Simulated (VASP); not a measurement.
# C (Fd-3m) in VASP: single point with PBE

Aim: the single point of C with PBE.

All numbers are computed with VASP 6.6.1; they aren't measurements. Logs are shortened: lines on timing, memory, paths and dates and some standing lists are left out, and cuts for length are marked.

## 1. Starting point

Symmetry: Fd-3m, No. 227, cubic system. Conventional cell: a = 3.567 Å, b = 3.567 Å, c = 3.567 Å, α = 90.00°, β = 90.00°, γ = 90.00°. C (site symmetry -43m) is surrounded by 4 C at 1.54 Å.

This isn't the form of C at room conditions, which is graphite.

## 2. Single point, PBE

Input file INCAR:

```
SYSTEM = C
PREC = Accurate
ENCUT = 520
EDIFF = 1E-6
ISMEAR = 0
SIGMA = 0.02
LREAL = .False.
LASPH = .True.
NELM = 60
ALGO = Normal
ISIF = 2
LWAVE = .False.
LCHARG = .False.
GGA = PE
```

Input file KPOINTS:

```
Automatic mesh
0
Gamma
  3 3 3
  0 0 0
```

Input file POSCAR:

```
C
1.0
    0.0000000000      1.7833700000      1.7833700000
    1.7833700000      0.0000000000      1.7833700000
    1.7833700000      1.7833700000      0.0000000000
C
2
Direct
    0.7500000000      0.7500000000      0.7500000000
    0.5000000000      0.5000000000      0.5000000000
```

Potentials or basis: VASP PAW PBE potentials, release 64 (C).

Started as:

```sh
cat potpaw_PBE.64/C/POTCAR > POTCAR
mpirun -np 1 vasp_std > vasp.out
```

OUTCAR:

```text
SYSTEM = C
   PREC = Accurate
   ENCUT = 520
   EDIFF = 1E-6
   ISMEAR = 0
   LREAL = .False.
   LASPH = .True.
   NELM = 60
   ISIF = 2
   GGA = PE

 ion  position               nearest neighbor table
   1  0.750  0.750  0.750-   2 1.54   2 1.54   2 1.54   2 1.54
   2  0.500  0.500  0.500-   1 1.54   1 1.54   1 1.54   1 1.54

  LATTYP: Found a face centered cubic cell.
 ALAT       =     3.5667400000

  Lattice vectors:

 A1 = (   0.0000000000,   1.7833700000,   1.7833700000)
 A2 = (   1.7833700000,   0.0000000000,   1.7833700000)
 A3 = (   1.7833700000,   1.7833700000,   0.0000000000)

Analysis of symmetry for initial positions (statically):
=====================================================================
 Subroutine PRICEL returns:
 Original cell was already a primitive cell.

 Routine SETGRP: Setting up the symmetry group for a
 face centered cubic supercell.

 Subroutine GETGRP returns: Found 48 space group operations
 (whereof 24 operations were pure point group operations)
 out of a pool of 48 trial point group operations.

The static configuration has the point symmetry T_d .
 The point group associated with its full space group is O_h .

Analysis of symmetry for dynamics (positions and initial velocities):
=====================================================================
 Subroutine PRICEL returns:
 Original cell was already a primitive cell.

 Routine SETGRP: Setting up the symmetry group for a
 face centered cubic supercell.

 Subroutine GETGRP returns: Found 48 space group operations
 (whereof 24 operations were pure point group operations)
 out of a pool of 48 trial point group operations.

The dynamic configuration has the point symmetry T_d .
 The point group associated with its full space group is O_h .

 Subroutine INISYM returns: Found 48 space group operations
 (whereof 24 operations are pure point group operations),
 and found     1 'primitive' translations

----------------------------------------------------------------------------------------

                                     Primitive cell

  volume of cell :      11.3437

  direct lattice vectors                    reciprocal lattice vectors
     0.000000000  1.783370000  1.783370000    -0.280368067  0.280368067  0.280368067
     1.783370000  0.000000000  1.783370000     0.280368067 -0.280368067  0.280368067
     1.783370000  1.783370000  0.000000000     0.280368067  0.280368067 -0.280368067

  length of vectors
     2.522066041  2.522066041  2.522066041     0.485611737  0.485611737  0.485611737

  position of ions in fractional coordinates (direct lattice)
     0.750000000  0.750000000  0.750000000
     0.500000000  0.500000000  0.500000000

  ion indices of the primitive-cell ions
   primitive index   ion index
                 1           1
                 2           2

----------------------------------------------------------------------------------------

 KPOINTS: Automatic mesh

Automatic generation of k-mesh.
 Grid dimensions read from file:
 generate k-points for:    3    3    3

 Generating k-lattice:

  Cartesian coordinates                     Fractional coordinates (reciprocal lattice)
    -0.093456022  0.093456022  0.093456022     0.333333333  0.000000000  0.000000000
     0.093456022 -0.093456022  0.093456022     0.000000000  0.333333333  0.000000000
     0.093456022  0.093456022 -0.093456022     0.000000000  0.000000000  0.333333333

  Length of vectors
     0.161870579  0.161870579  0.161870579

  Shift w.r.t. Gamma in fractional coordinates (k-lattice)
     0.000000000  0.000000000  0.000000000

 Subroutine IBZKPT returns following result:
 ===========================================

 Found      4 irreducible k-points:

 Following reciprocal coordinates:
            Coordinates               Weight
  0.000000  0.000000  0.000000      1.000000
  0.333333  0.000000  0.000000      8.000000
  0.333333  0.333333  0.000000      6.000000
 -0.333333  0.333333  0.000000     12.000000
   k-points           NKPTS =      4   k-points in BZ     NKDIM =      4   number of bands    NBANDS=      8
   number of dos      NEDOS =    301   number of ions     NIONS =      2
   total plane-waves  NPLWV =   8000
   dimension x,y,z NGX =    20 NGY =   20 NGZ =   20
   dimension x,y,z NGXF=    40 NGYF=   40 NGZF=   40
   ions per type =               2
   NGX,Y,Z   is equivalent  to a cutoff of  13.18, 13.18, 13.18 a.u.
   NGXF,Y,Z  is equivalent  to a cutoff of  26.37, 26.37, 26.37 a.u.
 SYSTEM =  C
   PREC   = accura    normal or accurate (medium, high low for compatibility)
   ISTART =      0    job   : 0-new  1-cont  2-samecut
   ICHARG =      2    charge: 1-file 2-atom 10-const
   ISPIN  =      1    spin polarized calculation?
   LNONCOLLINEAR =      F non collinear calculations
   LSORBIT =      F    spin-orbit coupling
   LASPH  =      T    aspherical Exc in radial PAW
   ENCUT  =  520.0 eV  38.22 Ry    6.18 a.u.   4.69  4.69  4.69*2*pi/ulx,y,z
   NELM   =     60;   NELMIN=  2; NELMDL= -5     # of ELM steps
   EDIFF  = 0.1E-05   stopping-criterion for ELM
   LREAL  =      F    real-space projection
   EDIFFG = 0.1E-04   stopping-criterion for IOM
   NSW    =      0    number of steps for IOM
   IBRION =     -1    ionic relax: 0-MD 1-quasi-New 2-CG
   NFREE  =      0    steps in history (QN), initial steepest desc. (CG)
   ISIF   =      2    stress and relaxation
   ISYM   =      2    0-nonsym 1-usesym 2-fastsym
   POTIM  = 0.5000    time-step for ionic-motion
   TEBEG  =    0.0;   TEEND  =   0.0 temperature during run
   PSTRESS=    0.0 pullay stress
   NELECT =       8.0000    total number of electrons
   NUPDOWN=      -1.0000    fix difference up-down
   EMIN   =  10.00;   EMAX   =-10.00  energy-range for DOS
   EFERMI =   0.00;   METHOD = LEGACY
   ISMEAR =     0;   SIGMA  =   0.02  broadening in eV -4-tet -1-fermi 0-gaus
   EFERMI_NEDOS =   21; number of points for ismear=-14 and -15
   IALGO  =     38    algorithm
   IMIX   =      4    mixing-type and parameters
     AMIX     =   0.40;   BMIX     =  1.00
     AMIX_MAG =   1.60;   BMIX_MAG =  1.00
  volume/ion in A,a.u.               =       5.67        38.28
  Fermi-wavevector in a.u.,A,eV,Ry     =   1.457203  2.753714 28.891161  2.123440
  Thomas-Fermi vector in A             =   2.574032
   LORBIT       =      0    0 simple, 1 ext, 2 COOP (PROOUT), +10 PAW based schemes
   GGA     = PE    functional components
   LHFCALC =     F    Hartree Fock is set to
   AEXX    =    0.0000 exact exchange contribution
   IVDW    =     0    specifies the selected vdW correction
   LEPSILON=     F    determine dielectric tensor
   LRPA    =     F    only Hartree local field effects (RPA)
 non-spin polarized calculation
 Gauss-broadening in eV      SIGMA  =   0.02
  energy-cutoff  :      520.00
  volume of cell :       11.34
 maximum number of plane-waves:       310
 NGX is ok and might be reduce to    20
   NGX =  9   NGY =  9   NGZ =  9

 number of electron       7.9999999 magnetization

 Free energy of the ion-electron system (eV)
  ---------------------------------------------------
  ext. energy  EPLUGINS =         0.00000000
  ---------------------------------------------------
  free energy    TOTEN  =       -17.60451524 eV

  energy without entropy =      -17.60451524  energy(sigma->0) =      -17.60451524

 E-fermi :   9.9652     XC(G=0): -13.2076

 val. band max:        9.8366567572   @ k =   0.0000   0.0000   0.0000
 cond. band min:      13.9473586536   @ k =   0.3333   0.3333   0.0000
 fundamental gap:      4.1107018964
 Fermi energy:         9.9651817753

 k-point     1 :       0.0000    0.0000    0.0000
  band No.  band energies     occupation
      1     -11.6828      2.00000
      2       9.8367      2.00000
      3       9.8367      2.00000
      4       9.8367      2.00000
      5      15.3994      0.00000
      6      15.3994      0.00000
      7      15.3994      0.00000
      8      23.1689      0.00000

 k-point     2 :       0.3333    0.0000    0.0000
  band No.  band energies     occupation
      1      -8.6620      2.00000
      2       0.4373      2.00000
      3       7.5087      2.00000
      4       7.5087      2.00000
      5      18.0874      0.00000
      6      18.0874      0.00000
      7      18.3895      0.00000
      8      25.0762      0.00000

 k-point     3 :       0.3333    0.3333    0.0000
  band No.  band energies     occupation
      1      -7.6561      2.00000
      2       2.6428      2.00000
      3       4.5053      2.00000
      4       4.5053      2.00000
      5      13.9474      0.00000
      6      17.5225      0.00000
      7      23.8843      0.00000
      8      23.8843      0.00000

 k-point     4 :      -0.3333    0.3333    0.0000
  band No.  band energies     occupation
      1      -4.2450      2.00000
      2      -1.1253      2.00000
      3       0.4232      2.00000
      4       5.1336      2.00000
      5      16.1404      0.00000
      6      22.7472      0.00000
      7      23.3629      0.00000
      8      24.8322      0.00000

------------------------ aborting loop because EDIFF is reached ----------------------------------------

  FORCE on cell =-STRESS in cart. coord.  units (eV):
  Direction    XX          YY          ZZ          XY          YZ          ZX
  --------------------------------------------------------------------------------------
  -------------------------------------------------------------------------------------
  Total        0.5406660      0.5406660      0.5406660      0.0000000      0.0000000      0.0000000
  in kB       76.3634065     76.3634065     76.3634065      0.0000000      0.0000000      0.0000000
  external PRESSURE =      76.3634065 kB  Pullay stress =       0.0000000 kB

 VOLUME and BASIS-vectors are now :
 -----------------------------------------------------------------------------
  energy-cutoff  :      520.00
  volume of cell :       11.34
      direct lattice vectors                 reciprocal lattice vectors
     0.000000000  1.783370000  1.783370000    -0.280368067  0.280368067  0.280368067
     1.783370000  0.000000000  1.783370000     0.280368067 -0.280368067  0.280368067
     1.783370000  1.783370000  0.000000000     0.280368067  0.280368067 -0.280368067

 POSITION                                       TOTAL-FORCE (eV/Angst)
 -----------------------------------------------------------------------------------
      2.67505      2.67505      2.67505         0.000000      0.000000      0.000000
      1.78337      1.78337      1.78337        -0.000000     -0.000000     -0.000000
 -----------------------------------------------------------------------------------
    total drift:                                0.000000     -0.000000      0.000000

  FREE ENERGIE OF THE ION-ELECTRON SYSTEM (eV)
  ---------------------------------------------------
  free  energy   TOTEN  =       -17.6045152368 eV

  energy  without entropy=      -17.6045152368  energy(sigma->0) =      -17.60451524
```

Run time: 3 s. Hardware: 1 thread of Intel Xeon Platinum 8488C (Sapphire Rapids), shared host; peak memory 0.11 GiB.

Results:

```yaml
Free_energy: -17.6045 eV
Pressure: 7.6 GPa
Band_gap_on_the_k_mesh: 4.11 eV, indirect (least direct gap 5.56 eV)
```

Caveat: the k mesh is coarse (spacing up to 1.02 Å⁻¹), so the values aren't converged; an odd mesh through Γ misses points on the zone boundary, where band edges often lie. A hybrid or GW would open this gap; PBE tends to underestimate it.
